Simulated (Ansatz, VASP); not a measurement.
**Mg3H: VASP beside Ansatz**

```
Mg H
1.0
     5.91554    0.00000    0.00000
    -2.95777    5.12301    0.00000
     0.00000    0.00000    5.26160
Mg H
6 2
Direct
  0.83110 0.66220 0.25000
  0.16890 0.83110 0.75000
  0.33780 0.16890 0.25000
  0.16890 0.33780 0.75000
  0.83110 0.16890 0.25000
  0.66220 0.83110 0.75000
  0.33333 0.66667 0.25000
  0.66667 0.33333 0.75000
```

Alike in both runs: functional PBE; k mesh 6 × 6 × 8; occupations gaussian, width 0.1 eV; no spin polarisation.

Ansatz relaxed the structure, and its values are those at the end. VASP's run is a single point on that final structure, the one shown.

```csv
,VASP,Ansatz
version,VASP 6.6.1,Ansatz 0.2.0
potentials or method,"VASP PAW PBE potentials, release 64 (Mg, H)","scalar-relativistic, plane waves, PAW"
plane-wave cutoff (eV),520,420
valence electrons in the cell,14,62
```

VASP gave:

```
gap on the k mesh at the Fermi level (eV) : none
pressure (GPa)                            : -0.1
```

Question: What did Ansatz give for the same quantities?

Answer: gap on the k mesh at the Fermi level (eV): none; pressure (GPa): 0.0.

A gap of «none» marks a metal or a gap that the smearing closes. The two sets of potentials don't hold the same shells in valence.
